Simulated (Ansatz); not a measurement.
Input of an Ansatz 0.2.0 run:

File input.yaml:

```yaml
crystal:
  lattice:
    - [3.1754955, 0.0, 0.0]
    - [0.0, 3.1754955, 0.0]
    - [0.0, 0.0, 4.64953187]
  atoms:
    - { symbol: Cu, position: [0.0, 0.0, 0.0] }
    - { symbol: Cu, position: [0.5, 0.5, 0.0] }
    - { symbol: O, position: [0.5, 0.0, 0.267] }
    - { symbol: O, position: [0.0, 0.5, 0.733] }
hamiltonian:
  xc: pbe
  pseudopotentials: { kind: paw }
  hubbard: { sites: [{ species: Cu, l: d, u_eff: 3.0 }] }
kpoints:
  mp_grid: { grid: [8, 8, 6] }
  band_path:
    path:
      - [[0.0, 0.0, 0.0], [0.0, 0.5, 0.0], [0.5, 0.5, 0.0], [0.0, 0.0, 0.0], [0.0, 0.0, 0.5], [0.0, 0.5, 0.5], [0.5, 0.5, 0.5], [0.0, 0.0, 0.5]]
      - [[0.0, 0.5, 0.0], [0.0, 0.5, 0.5]]
      - [[0.5, 0.5, 0.0], [0.5, 0.5, 0.5]]
    npoints: 14
scf:
  occupations: { method: fermi_dirac, width: 0.05 }
  n_extra_bands: 10
output:
  forces: true
  stress: true
  eigenvalues: true
  fatbands: false
```

Potentials or basis: Ansatz PAW.

Launch:

```console
$ ansatz run input.yaml --threads 2 --pin off --max-ram 5632MiB --backend cpu --events-out ev --progress --plain --runs-dir out
```

Task: Estimate the pressure.

Result: 17.8 GPa.

Task: What does it give for the largest force?

Result: 0.583 eV/Å.

Task: Estimate the band gap on the k mesh.

Result: None (metal or under the smearing width).

Eigenvalues of the final occupation matrices:
```csv
site,spin,trace,eigenvalues
site 1,1,4.79,0.93 0.93 0.98 0.98 0.98
site 2,1,4.79,0.93 0.93 0.98 0.98 0.98
```

Caveat: the pressure holds a Pulay correction of +0.7 GPa for the finite cutoff; the run has no spin polarisation, though such a crystal can be magnetic; U without spin polarisation on a metal has little footing.
